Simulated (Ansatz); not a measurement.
Ansatz input

```yaml
crystal:
  lattice:
    - [2.7026642107, 0.0, 0.0]
    - [-1.3513321054, 2.3405758644, 0.0]
    - [0.0, 0.0, 8.9383368033]
  atoms:
    - { symbol: Pd, position: [0.0, 1.0, 1.0], spin: 0.35 }
    - { symbol: Pd, position: [0.0, 1.0, 0.5], spin: 0.35 }
    - { symbol: Pd, position: [0.3333333333, 0.6666666667, 0.25], spin: 0.354 }
    - { symbol: Pd, position: [0.6666666667, 0.3333333333, 0.75], spin: 0.354 }
hamiltonian:
  xc: pbe
  pseudopotentials:
    kind: paw
    azcp:
      Pd: "pseudopotentials/Pd.paw.azcp"
basis:
  ecutwfc: 420
  fft_grid_basis: typed
kpoints:
  mp_grid: { grid: [15, 15, 4], shift: [0, 0, 0] }
magnetization:
  spin_polarized: true
scf:
  occupations: { method: fermi_dirac, width: 0.05 }
  lower_state_search: "off"
output:
  stress: true
```

and its output:

```
Engine: ansatz 0.2.0, x86_64-unknown-linux-gnu
Pseudopotentials: kind: paw
Pseudopotential: Pd, paw, valence charge 18, recommended cutoff 420 eV (normal) 
Functional definition: PBE
  parameter kappa = 0.804
  parameter beta = 0.06672455060314922
  exchange = pbe_x(kappa = kappa, mu = beta*pi^2/3)
  correlation = pbe_c(beta = beta)
Crystal: 4 atoms, lattice volume = 56.542 Å³
Basis set: ecut = 420 eV, 1115 PW (Γ)
Bands: 45, of which v1, the nominal top of the filled ones, is band 36 counted from 1 (35 counted from 0)
Symmetry: 24 space group operations
Space group: P63/mmc (ITA 194), of the structure as read, at distance tolerance 3.8e-5 Å
Magnetic group: BNS 194.263 (UNI 1493), of the structure as read, at distance tolerance 3.8e-5 Å
k-points: 81 of 900
Non-local potential: Pd, projectors of the file, l = 0: 2, l = 1: 2, l = 2: 2, l = 3: 1
PAW form: soft (Blöchl's): semilocal exchange-correlation on the pseudo side does not see the compensation charge
PAW one-centre angular grid: Pd, 590 points (default); XC on 64 Gauss nodes
Initial density: superposition of atomic densities (chi_scale 0.1, normalization cell)
Starting moments: Σ|m| = 1.408 μB on 4 of 4 sites
Initial wavefunctions: pseudopotential atomic-orbital guess
Functional: x = pbe(κ = 0.804, μ = 0.2195149727645171), c = pbe(β = 0.06672455060314922)
SCF iter   1: F=—  HF=-27894.579851 eV  |F-HF|=—  |Δ(HF+E_count)|=         —  Δρ=8.24e-2 (↑8.24e-2 ↓7.12e-2)  dr2=1.29e1  dr2_m=3.91e-2  M=0.946 μB ∫|m|=0.965 μB  β_m=0.30  ethr=3.10e-3  ⟨swp⟩=6.3  Hψ=28207  notcnv=0  defer=33
spin=Collinear: Kerker preconditioning applied to the charge; magnetization (m = ρ↑ − ρ↓) channel mixes plain (no charge-response kernel on spin).
SCF iter   2: F=—  HF=-27892.318997 eV  |F-HF|=—  |Δ(HF+E_count)|=    2.26e0  Δρ=4.95e-2 (↑4.95e-2 ↓4.29e-2)  dr2=4.60e0  dr2_m=2.01e-2  M=0.923 μB ∫|m|=0.954 μB  β_m=0.30  ethr=3.10e-3  ⟨swp⟩=2.0  Hψ=12334  notcnv=0  defer=385
SCF iter   3: F=—  HF=-27891.125735 eV  |F-HF|=—  |Δ(HF+E_count)|=    1.19e0  Δρ=1.72e-2 (↑1.34e-2 ↓1.72e-2)  dr2=1.87e-1  dr2_m=1.02e-2  M=0.906 μB ∫|m|=0.949 μB  β_m=0.30  ethr=3.10e-3  ⟨swp⟩=2.5  Hψ=11910  notcnv=0  defer=385
SCF iter   4: F=—  HF=-27891.134305 eV  |F-HF|=—  |Δ(HF+E_count)|=   8.57e-3  Δρ=4.85e-3 (↑4.85e-3 ↓4.76e-3)  dr2=1.62e-2  dr2_m=6.95e-3  M=0.871 μB ∫|m|=0.919 μB  β_m=0.30  ethr=2.60e-4  ⟨swp⟩=2.0  Hψ=14773  notcnv=0  defer=440
SCF iter   5: F=—  HF=-27891.138204 eV  |F-HF|=—  |Δ(HF+E_count)|=   3.90e-3  Δρ=3.53e-3 (↑3.53e-3 ↓3.39e-3)  dr2=2.34e-3  dr2_m=4.79e-3  M=0.843 μB ∫|m|=0.894 μB  β_m=0.30  ethr=2.25e-5  ⟨swp⟩=2.2  Hψ=9714  notcnv=0  defer=440
SCF iter   6: F=—  HF=-27891.139084 eV  |F-HF|=—  |Δ(HF+E_count)|=   8.80e-4  Δρ=2.92e-3 (↑2.92e-3 ↓2.86e-3)  dr2=1.35e-3  dr2_m=3.51e-3  M=0.816 μB ∫|m|=0.869 μB  β_m=0.30  ethr=3.25e-6  ⟨swp⟩=1.0  Hψ=6850  notcnv=0  defer=440
...
iter 20 did not close the SCF: its close was put off for a magnetic moment that had not settled (scf_convergence_deferred on its scf_iter line)
SCF iter  20: F=-27891.143987 eV  HF=-27891.143987 eV  |F-HF|=2.58e-10  |Δ(HF+E_count)|=   1.37e-7  Δρ=2.75e-6 (↑2.60e-6 ↓2.75e-6)  dr2=1.99e-9  dr2_m=3.15e-9  M=0.001 μB ∫|m|=0.001 μB  β_m=0.99  ethr=4.21e-11  ⟨swp⟩=1.8  Hψ=23881  notcnv=0
iter 21 did not close the SCF: its close was put off for a magnetic moment that had not settled (scf_convergence_deferred on its scf_iter line)
SCF iter  21: F=-27891.143987 eV  HF=-27891.143987 eV  |F-HF|=4.55e-10  |Δ(HF+E_count)|=   5.30e-9  Δρ=9.73e-7 (↑9.73e-7 ↓7.91e-7)  dr2=6.53e-10  dr2_m=1.25e-10  M=0.000 μB ∫|m|=0.000 μB  β_m=0.93  ethr=2.76e-12  ⟨swp⟩=1.0  Hψ=20699  notcnv=0
SCF iter  22: F=-27891.143987 eV  HF=-27891.143987 eV  |F-HF|=0.00e0  |Δ(HF+E_count)|=  1.67e-10  Δρ=2.87e-7 (↑2.87e-7 ↓1.96e-7)  dr2=2.14e-11  dr2_m=1.79e-11  M=-0.000 μB ∫|m|=0.000 μB  ethr=1.00e-12  ⟨swp⟩=1.0  Hψ=20516  notcnv=0
WARN: the starting moments were not kept: the SCF closed with an absolute magnetisation of 1.2e-4 μB, where they sum to 1.408 μB in size (4 sites). That is at most 0.1 of that sum. Measured as dr2_m measures the in/out step, that magnetisation stands 2.7e-9 eV from none, at or under the dr2_threshold of 1.0e-7 eV: it is no larger than a step whose dr2_m would equal this threshold. The system may hold no moment; this SCF shows only that its start led to no more than that. To try another start: raise the starting moments (crystal.atoms[].spin, magnetization.per_species, magnetization.initial_magnetization, or on a non-collinear deck that types none of these the spinor_matrix: blocks that start its atoms; where the total moment is fixed, keep their sum and leave initial_magnetization as it is; typed ones take the place of any that the run laid by itself, positive ones on a crystal's lanthanoids without a Hubbard term where scf.initial_density.shell_occupations: [] is typed) or, if the notice of its spin-set hold's release reads "site moments contracting" or "site moments show no strong build", lengthen the hold (scf.mixing.spin_hold: { on: { confirm: 4 } }; for m-r²SCAN on two components see the key's manual first). Each may lead to a state that holds a moment. A second SCF, from the converged charge density, with the starting moments and any scf.initial_density.shell_occupations laid on it anew, would have followed, and was not run: the deck does not ask for one (magnetization.retry_lost_moments is false, the default). To let it run, set magnetization.retry_lost_moments: true and run the deck again, where that key's refused combinations let it; where memory then withholds it, that run's warning says so.
SCF 1 converged in 22 iterations: F = -27891.143987 eV  dr2 = 2.14e-11
SCF converged after 22 iterations
Magnetization: -0.0001 μB (35.9999 up, 36.0001 down)
Absolute magnetization: 0.0001 μB (∫|ρ↑−ρ↓|, with the PAW one-centre terms)
Spin contamination: 0.0000 ħ² per cell (⟨S²⟩ above its minimum at these occupations)
Per-site moments (μB) at R_I (Å): [(-2.9222669686542263e-5, 1.1148489869220333), (-2.9222669686586163e-5, 1.1148489869220333), (-2.856936438117794e-5, 1.1148489869220333), (-2.8569364381504716e-5, 1.1148489869220333)]
Free energy (F): -27891.143987 eV
Harris-Foulkes:  -27891.143987 eV  (|F-HF|=0.00e0)
Internal energy: -27891.073839 eV  (E = F + TS)
E sigma→0 (E₀):  -27891.108913 eV
Entropy (-TS):   -0.070148 eV (-17.537 meV/atom)
Fermi energy:    20.996337 eV
--- Per-component energies (eV) ---
  E_band       = -472.730962
  E_kinetic    = 2060.941361
  E_local      = -6758.114361  (includes V_loc(G=0)·N_el)
  E_nonlocal   = 868.357387
  E_hartree    = 2762.288973
  E_xc         = -677.580254
  E_vxc        = -850.476922  (∫ρ·V_xc dr)
  E_paw        = -15001.142501  (= ΣΔE_a)
  E_vpaw       = -1318.016952  (= ΣTr[D̂ρ^β])
  E_aug_tail   = 0.000924  (compensation charges beyond the density's cutoff)
  E_ewald      = -11145.825368
  E_smearing   = -0.070148  (= −TS)
  E_closure    = 0.000000  (closes the sum)
  Σ components = -27891.143987   (vs F -27891.143987, Δ=0.00e0)
--- Stress (GPa, compression-positive) ---
       17.591699       0.000000      -0.000000
        0.000000      17.591699      -0.000000
       -0.000000      -0.000000      16.923153
  P = ⅓ Tr σ = 17.3689 GPa (173.689 kbar)
```

Launched by

```sh
ansatz run input.yaml --threads 1 --pin off --max-ram 3584MiB --backend cpu --events-out ev --progress --plain --runs-dir out
```

On 1 thread of Intel(R) Xeon(R) Platinum 8259CL CPU @ 2.50GHz (Skylake/Cascade Lake) (shared host) this took about 58 s of wall time and 58 s of CPU time.
